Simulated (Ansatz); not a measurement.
# MgO (Fm-3m) in Ansatz: notebook

The runs below take MgO through single point, with PBE, PBEsol.

Program: Ansatz 0.2.0. These are calculated values, not measurements. Logs are shortened: lines on timing, memory, paths and dates and some standing lists are left out, and cuts for length are marked.

**What was measured.**

“Electronic structure of alkaline earth and post-transition metal oxides”, 2009, arxiv:0908.1581 quotes, for a bulk crystal of MgO: band gap 7.83 eV.

The results are compared with them further down.

### Step 1. Starting point

The structure is cubic, space group Fm-3m (No. 225). Conventional cell: a = 4.194 Å, b = 4.194 Å, c = 4.194 Å, α = 90.00°, β = 90.00°, γ = 90.00°. Mg (site symmetry m-3m) has 6 O at 2.10 Å as nearest neighbours. O (site symmetry m-3m) has 6 Mg at 2.10 Å as nearest neighbours.

The cell is a database's computed one.

### Step 2. Single point, PBE

Contents of input.yaml:

```yaml
crystal:
  lattice:
    - [0.0, 2.0970013927, 2.0970013927]
    - [2.0970013927, 0.0, 2.0970013927]
    - [2.0970013927, 2.0970013927, 0.0]
  atoms:
    - { symbol: Mg, position: [0.0, 0.0, 0.0] }
    - { symbol: O, position: [0.5, 0.5, 0.5] }
kpoints:
  mp_grid: { grid: [11, 11, 11] }
scf:
  occupations: { method: gaussian, width: 0.027 }
hamiltonian:
  xc: pbe
  pseudopotentials: { kind: all_electron, lapw: { basis_error: 0.001 } }
output:
  forces: true
  stress: true
  eigenvalues: true
```

Potentials or basis: all-electron LAPW, scalar-relativistic.

Launch:

```sh
> ansatz run input.yaml --threads 1 --pin off --max-ram 3072MiB --backend cpu --events-out ev --progress --plain --runs-dir out
```

Log:

```text
Warning: RAYON_NUM_THREADS=1 ignored (pool sized by the plan → 1); use --threads N
LAPW: plane waves up to 9.113 Å⁻¹, error target 1.0e-3 eV per atom; small_component_spin mean_spin; O in spheres of 1.030 Å, 8 of its electrons in bands, Dirac shells []; Mg in spheres of 1.067 Å, 10 of its electrons in bands, Dirac shells [] (how accurate: hamiltonian.pseudopotentials.lapw.basis_error, Limitations)
Engine: ansatz 0.2.0, aarch64-unknown-linux-gnu
Pseudopotentials: kind: all_electron
Pseudopotential: Mg, LAPW, valence charge 10, lapw/all_electron/scalar/gaussian/Mg, Koelling and Harmon's equation, gaussian nucleus
Pseudopotential: O, LAPW, valence charge 8, lapw/all_electron/scalar/gaussian/O, Koelling and Harmon's equation, gaussian nucleus
Functional definition: PBE
  parameter kappa = 0.804
  parameter beta = 0.06672455060314922
  exchange = pbe_x(kappa = kappa, mu = beta*pi^2/3)
  correlation = pbe_c(beta = beta)
Crystal: 2 atoms, lattice volume = 18.443 Å³
Basis set: ecut = 316.3759053379216 eV, 259 PW (Γ), exchange–correlation at level 2
Bands: 13, of which v1, the nominal top of the filled ones, is band 9 counted from 1 (8 counted from 0)
Symmetry: 48 space group operations
Space group: Fm-3m (ITA 225), of the structure as read, at distance tolerance 2.6e-5 Å
k-points: 56 of 1331
Non-local potential: Mg, projectors of the file, none
Non-local potential: O, projectors of the file, none
Initial density: superposition of atomic densities (chi_scale 0.1, normalization cell, long waves kept (reshape's long-wave potential 0.00 eV rms))
Initial wavefunctions: plane waves of lowest kinetic energy (no species holds an atomic orbital)
Functional: x = pbe(κ = 0.804, μ = 0.2195149727645171), c = pbe(β = 0.06672455060314922)
iter 1 solved again at ethr=1.27e-2 eV; its pass at ethr=1.00e-1 eV (dr2=2.29e0 eV) is discarded
SCF iter   1: F=—  HF=-7504.199282 eV  |F-HF|=—  |Δ(HF+E_count)|=         —  Δρ=1.08e-1  dr2=2.28e0  ethr=1.27e-2  ⟨swp⟩=2.0  Hψ=4775  notcnv=0
preconditioner: auto → none  [insulator: Δε(μ)=6.759 eV  Ē_g=20.437 eV  σ=0.027 eV  W_gap=1.00  n_scr=8 (ndim 8)  ℏωp=24.5 eV  f_vac=0.000  D(μ)=0.00/eV (n_scr^D=0)  ε∞_Penn≈2.4]
iter 2 solved again at ethr=1.90e-4 eV; its pass at ethr=1.27e-2 eV (dr2=3.42e-2 eV) is discarded
SCF iter   2: F=—  HF=-7502.932746 eV  |F-HF|=—  |Δ(HF+E_count)|=    1.27e0  Δρ=1.94e-2  dr2=3.41e-2  ethr=1.90e-4  ⟨swp⟩=2.8  Hψ=3933  notcnv=0
SCF iter   3: F=—  HF=-7502.648095 eV  |F-HF|=—  |Δ(HF+E_count)|=   2.85e-1  Δρ=1.61e-2  dr2=5.15e-2  ethr=1.90e-4  ⟨swp⟩=3.0  Hψ=2543  notcnv=0
SCF iter   4: F=—  HF=-7502.647073 eV  |F-HF|=—  |Δ(HF+E_count)|=         —  Δρ=5.37e-4  dr2=1.83e-5  ethr=1.90e-4  ⟨swp⟩=2.2  Hψ=2196  notcnv=0
the basis was enlarged: its passes take 304.7 KiB over the memory plan, 1 of 1 planned eigensolver slots
SCF iter   5: F=—  HF=-7502.647137 eV  |F-HF|=—  |Δ(HF+E_count)|=   6.33e-5  Δρ=1.74e-4  dr2=4.10e-6  ethr=1.02e-7  ⟨swp⟩=3.0  Hψ=2152  notcnv=0
SCF iter   6: F=—  HF=-7502.647142 eV  |F-HF|=—  |Δ(HF+E_count)|=   5.31e-6  Δρ=4.26e-5  dr2=3.09e-7  ethr=2.28e-8  ⟨swp⟩=2.9  Hψ=2036  notcnv=0
SCF iter   7: F=-7502.647142 eV  HF=-7502.647142 eV  |F-HF|=1.75e-10  |Δ(HF+E_count)|=   1.48e-7  Δρ=5.13e-6  dr2=4.33e-9  ethr=1.72e-9  ⟨swp⟩=2.2  Hψ=1969  notcnv=0
SCF 1 converged in 7 iterations: F = -7502.647142 eV  dr2 = 4.33e-9
SCF converged after 7 iterations
Free energy (F): -7502.647142 eV
Harris-Foulkes:  -7502.647142 eV  (|F-HF|=1.75e-10)
Internal energy: -7502.647142 eV  (E = F + TS)
E sigma→0 (E₀):  -7502.647142 eV
Fermi energy:    10.440366 eV
--- Per-component energies (eV) ---
  E_band       = -1284.843664
  E_kinetic    = 7508.698039
  E_xc         = -684.276576
  E_electrostatic = -14327.068605  (all electrons and nuclei)
  E_smearing   = -0.000000  (= −TS)
  E_closure    = 0.000000  (closes the sum)
  E_atoms      = -7490.792933  (free atoms, spherical and without spin; not in F)
  Σ components = -7502.647142   (vs F -7502.647142, Δ=0.00e0)
  Basis errors (estimates in eV, not in F): energy 3.6e-4 per atom: plane waves 3.1e-4 (1.7e-4 summed), levels above the bands 0.0e0, relativity 1.7e-8, radial functions 4.9e-5, core shells 4.1e-12; eigenvalues (radial functions only) 1.7e-5; not estimated: angular momenta, meshes, grids; target (lapw.basis_error) 1.0e-3; muffin-tin radii O 1.030 Å, Mg 1.067 Å
--- Forces (eV/Å), atoms counted from 1 ---
  atom   1  Mg    -0.00000000     0.00000000     0.00000000
  atom   2  O      0.00000000    -0.00000000     0.00000000
  max |Σ_I F_I| component: 2.56e-30 eV/Å
--- Stress (GPa, compression-positive) ---
        6.972359      -0.000000       0.000000
       -0.000000       6.972359       0.000000
        0.000000       0.000000       6.972359
  P = ⅓ Tr σ = 6.9724 GPa (69.724 kbar)
--- Band table (eV; the first three rows and the last of 56) ---
  k-point 0: bands = ["-495.1284", "-64.2588", "-30.9820", "-30.9820", "-30.9820", "-9.3061", "8.0083", "8.0083", "8.0083", "12.8723", "23.8934", "23.8934", "23.8934"]
  k-point 1: bands = ["-495.1284", "-64.2581", "-30.9893", "-30.9827", "-30.9827", "-9.2138", "7.4573", "7.9510", "7.9510", "13.4023", "22.7966", "24.0977", "24.0977"]
  k-point 2: bands = ["-495.1284", "-64.2561", "-31.0088", "-30.9847", "-30.9847", "-8.9562", "6.2809", "7.8016", "7.8016", "14.4766", "21.3496", "24.5550", "24.5550"]
  k-point 55: bands = ["-495.1284", "-64.2466", "-31.0379", "-31.0345", "-31.0118", "-7.6802", "4.8881", "5.0983", "6.3627", "19.3321", "20.0223", "20.3555", "23.9997"]
```

Wall time 5.8 s (1 thread of Arm Neoverse V1, shared host); peak memory 0.27 GiB.

Results:

```yaml
Free_energy: -7502.6471 eV
Pressure: 7.0 GPa
Band_gap_on_the_k_mesh: 4.86 eV, direct
```

### Step 3. Single point, PBE

input.yaml, as its differences from that of step 2:

```diff
@@ -11,3 +11,3 @@
 scf:
-  occupations: { method: gaussian, width: 0.027 }
+  occupations: { method: gaussian, width: 0.019 }
 hamiltonian:
```

Potentials or basis: all-electron LAPW, scalar-relativistic.

Launch:

```sh
> ansatz run input.yaml --threads 1 --pin off --max-ram 3072MiB --backend cpu --events-out ev --progress --plain --runs-dir out
```

It took 5.6 s on 1 thread of Arm Neoverse V1, shared host; peak memory 0.27 GiB.

It converged, with:

* Free energy: -7502.6471 eV
* Pressure: 7.0 GPa
* Band gap on the k mesh: 4.86 eV, direct

Levels at points of the mesh, in eV from the valence-band top:
```csv
k point,band 6,band 7,band 8,band 9,band 10,band 11,band 12,band 13
"(0.00, 0.00, 0.00)",-17.31,0.00,0.00,0.00,4.86,15.89,15.89,15.89
```

### Step 4. Single point, PBEsol

input.yaml, as its differences from that of step 3:

```diff
@@ -11,5 +11,5 @@
 scf:
-  occupations: { method: gaussian, width: 0.019 }
+  occupations: { method: gaussian, width: 0.02 }
 hamiltonian:
-  xc: pbe
+  xc: pbesol
   pseudopotentials: { kind: all_electron, lapw: { basis_error: 0.001 } }
```

Launch:

```sh
> ansatz run input.yaml --threads 1 --pin off --max-ram 3072MiB --backend cpu --events-out ev --progress --plain --runs-dir out
```

Wall time 5.7 s (1 thread of Arm Neoverse V1, shared host); peak memory 0.26 GiB.

The run converged. Its results:

```yaml
Free_energy: -7484.4130 eV
Pressure: 2.4 GPa
Band_gap_on_the_k_mesh: 4.76 eV, direct
```

Levels at points of the mesh, in eV from the valence-band top:
```tsv
k point	band 5	band 6	band 7	band 8	band 9	band 10	band 11	band 12	band 13
(0.00, 0.00, 0.00)	-38.77	-17.26	0.00	0.00	0.00	4.76	15.71	15.71	15.71
```

### Step 5. Single point, PBE

input.yaml, as its differences from that of step 4:

```diff
@@ -11,5 +11,5 @@
 scf:
-  occupations: { method: gaussian, width: 0.02 }
+  occupations: { method: gaussian, width: 0.023 }
 hamiltonian:
-  xc: pbesol
+  xc: pbe
   pseudopotentials: { kind: all_electron, lapw: { basis_error: 0.001 } }
```

Potentials or basis: all-electron LAPW, scalar-relativistic.

Launch:

```sh
> ansatz run input.yaml --threads 1 --pin off --max-ram 3072MiB --backend cpu --events-out ev --progress --plain --runs-dir out
```

Log:

```text
Warning: RAYON_NUM_THREADS=1 ignored (pool sized by the plan → 1); use --threads N
LAPW: plane waves up to 9.113 Å⁻¹, error target 1.0e-3 eV per atom; small_component_spin mean_spin; O in spheres of 1.030 Å, 8 of its electrons in bands, Dirac shells []; Mg in spheres of 1.067 Å, 10 of its electrons in bands, Dirac shells [] (how accurate: hamiltonian.pseudopotentials.lapw.basis_error, Limitations)
[... 9 set-up lines as earlier in the session ...]
Crystal: 2 atoms, lattice volume = 18.443 Å³
Basis set: ecut = 316.3759053379216 eV, 259 PW (Γ), exchange–correlation at level 2
Bands: 13, of which v1, the nominal top of the filled ones, is band 9 counted from 1 (8 counted from 0)
[... 2 set-up lines as earlier in the session ...]
k-points: 56 of 1331
[... 5 set-up lines as earlier in the session ...]
iter 1 solved again at ethr=1.27e-2 eV; its pass at ethr=1.00e-1 eV (dr2=2.29e0 eV) is discarded
SCF iter   1: F=—  HF=-7504.199282 eV  |F-HF|=—  |Δ(HF+E_count)|=         —  Δρ=1.08e-1  dr2=2.28e0  ethr=1.27e-2  ⟨swp⟩=2.0  Hψ=4775  notcnv=0
preconditioner: auto → none  [insulator: Δε(μ)=6.759 eV  Ē_g=20.437 eV  σ=0.023 eV  W_gap=1.00  n_scr=8 (ndim 8)  ℏωp=24.5 eV  f_vac=0.000  D(μ)=0.00/eV (n_scr^D=0)  ε∞_Penn≈2.4]
iter 2 solved again at ethr=1.90e-4 eV; its pass at ethr=1.27e-2 eV (dr2=3.42e-2 eV) is discarded
SCF iter   2: F=—  HF=-7502.932746 eV  |F-HF|=—  |Δ(HF+E_count)|=    1.27e0  Δρ=1.94e-2  dr2=3.41e-2  ethr=1.90e-4  ⟨swp⟩=2.8  Hψ=3941  notcnv=0
SCF iter   3: F=—  HF=-7502.648095 eV  |F-HF|=—  |Δ(HF+E_count)|=   2.85e-1  Δρ=1.61e-2  dr2=5.15e-2  ethr=1.90e-4  ⟨swp⟩=3.0  Hψ=2550  notcnv=0
SCF iter   4: F=—  HF=-7502.647074 eV  |F-HF|=—  |Δ(HF+E_count)|=         —  Δρ=5.37e-4  dr2=1.83e-5  ethr=1.90e-4  ⟨swp⟩=2.5  Hψ=2223  notcnv=0
the basis was enlarged: its passes take 304.7 KiB over the memory plan, 1 of 1 planned eigensolver slots
SCF iter   5: F=—  HF=-7502.647137 eV  |F-HF|=—  |Δ(HF+E_count)|=   6.32e-5  Δρ=1.74e-4  dr2=4.09e-6  ethr=1.02e-7  ⟨swp⟩=3.0  Hψ=2155  notcnv=0
SCF iter   6: F=—  HF=-7502.647142 eV  |F-HF|=—  |Δ(HF+E_count)|=   5.30e-6  Δρ=4.26e-5  dr2=3.09e-7  ethr=2.27e-8  ⟨swp⟩=2.9  Hψ=2036  notcnv=0
SCF iter   7: F=-7502.647142 eV  HF=-7502.647142 eV  |F-HF|=2.83e-10  |Δ(HF+E_count)|=   1.48e-7  Δρ=5.14e-6  dr2=4.34e-9  ethr=1.71e-9  ⟨swp⟩=2.2  Hψ=1974  notcnv=0
SCF 1 converged in 7 iterations: F = -7502.647142 eV  dr2 = 4.34e-9
SCF converged after 7 iterations
Free energy (F): -7502.647142 eV
Harris-Foulkes:  -7502.647142 eV  (|F-HF|=2.83e-10)
Internal energy: -7502.647142 eV  (E = F + TS)
E sigma→0 (E₀):  -7502.647142 eV
Fermi energy:    10.440344 eV
--- Per-component energies (eV) ---
  E_band       = -1284.843670
  E_kinetic    = 7508.698052
  E_xc         = -684.276577
  E_electrostatic = -14327.068618  (all electrons and nuclei)
  E_smearing   = -0.000000  (= −TS)
  E_closure    = 0.000000  (closes the sum)
  E_atoms      = -7490.792933  (free atoms, spherical and without spin; not in F)
  Σ components = -7502.647142   (vs F -7502.647142, Δ=0.00e0)
  Basis errors (estimates in eV, not in F): energy 3.6e-4 per atom: plane waves 3.1e-4 (1.7e-4 summed), levels above the bands 0.0e0, relativity 1.7e-8, radial functions 4.9e-5, core shells 4.1e-12; eigenvalues (radial functions only) 1.7e-5; not estimated: angular momenta, meshes, grids; target (lapw.basis_error) 1.0e-3; muffin-tin radii O 1.030 Å, Mg 1.067 Å
--- Forces (eV/Å), atoms counted from 1 ---
  atom   1  Mg    -0.00000000     0.00000000     0.00000000
  atom   2  O      0.00000000    -0.00000000    -0.00000000
  max |Σ_I F_I| component: 9.53e-31 eV/Å
--- Stress (GPa, compression-positive) ---
        6.972362      -0.000000      -0.000000
       -0.000000       6.972362      -0.000000
       -0.000000      -0.000000       6.972362
  P = ⅓ Tr σ = 6.9724 GPa (69.724 kbar)
--- Band table (eV; the first three rows and the last of 56) ---
  k-point 0: bands = ["-495.1284", "-64.2588", "-30.9820", "-30.9820", "-30.9820", "-9.3061", "8.0083", "8.0083", "8.0083", "12.8723", "23.8934", "23.8934", "23.8934"]
  k-point 1: bands = ["-495.1284", "-64.2581", "-30.9893", "-30.9827", "-30.9827", "-9.2138", "7.4573", "7.9510", "7.9510", "13.4023", "22.7966", "24.0977", "24.0977"]
  k-point 2: bands = ["-495.1284", "-64.2561", "-31.0088", "-30.9847", "-30.9847", "-8.9562", "6.2809", "7.8016", "7.8016", "14.4766", "21.3496", "24.5550", "24.5550"]
  k-point 55: bands = ["-495.1284", "-64.2466", "-31.0379", "-31.0345", "-31.0118", "-7.6802", "4.8881", "5.0983", "6.3627", "19.3321", "20.0223", "20.3555", "23.9997"]
```

Run time: 5.7 s. Hardware: 1 thread of Arm Neoverse V1, shared host; peak memory 0.27 GiB.

Results:

* Free energy: -7502.6471 eV
* Pressure: 7.0 GPa
* Band gap on the k mesh: 4.86 eV, direct

### Step 6. Summary

| level | smearing | gap on the mesh (eV) | pressure (GPa) |
| --- | --- | --- | --- |
| PBE | gaussian 0.027 eV | 4.86 | 7.0 |
| PBE | gaussian 0.019 eV | 4.86 | 7.0 |
| PBEsol | gaussian 0.02 eV | 4.76 | 2.4 |
| PBE | gaussian 0.023 eV | 4.86 | 7.0 |

Alike in all rows: task single point; potentials or basis all-electron LAPW, scalar-relativistic; no spin polarisation; cell as given; k mesh 11 × 11 × 11; cutoff (eV) 316; basis error allowed 0.001 eV/atom.

On the cell as given the gap runs from 4.76 eV (PBEsol) to 4.86 eV (PBE). The pressure there spans 2.4 GPa (PBEsol) to 7.0 GPa (PBE); a positive pressure means that this level wants a larger cell, a negative one a smaller.

Compare energies only between runs with the same functional and basis.

### Step 7. Against experiment

Step 2. Against the measured gap of MgO, 7.83 eV (quoted in “Electronic structure of alkaline earth and post-transition metal oxides”, 2009, arxiv:0908.1581), the calculated 4.86 eV is off by -2.97 eV. The value is that of PBE, without temperature or zero-point motion. Semilocal functionals fall short of measured gaps as a rule. The cell is a database's relaxed one, not the measured one, which moves gaps too.

Step 3. Measured gap of MgO: 7.83 eV (quoted in “Electronic structure of alkaline earth and post-transition metal oxides”, 2009, arxiv:0908.1581). This calculation gives 4.86 eV (-2.97 eV). The value is that of PBE, without temperature or zero-point motion. Semilocal functionals fall short of measured gaps as a rule. The cell is a database's relaxed one, not the measured one, which moves gaps too.

Step 4. A measured gap of MgO is 7.83 eV (quoted in “Electronic structure of alkaline earth and post-transition metal oxides”, 2009, arxiv:0908.1581); the calculated 4.76 eV misses it by -3.07 eV. The value is that of PBEsol, without temperature or zero-point motion. Semilocal functionals fall short of measured gaps as a rule. The cell is a database's relaxed one, not the measured one, which moves gaps too.

Step 5. A measured gap of MgO is 7.83 eV (quoted in “Electronic structure of alkaline earth and post-transition metal oxides”, 2009, arxiv:0908.1581); the calculated 4.86 eV misses it by -2.97 eV. The value is that of PBE, without temperature or zero-point motion. Semilocal functionals fall short of measured gaps as a rule. The cell is a database's relaxed one, not the measured one, which moves gaps too.
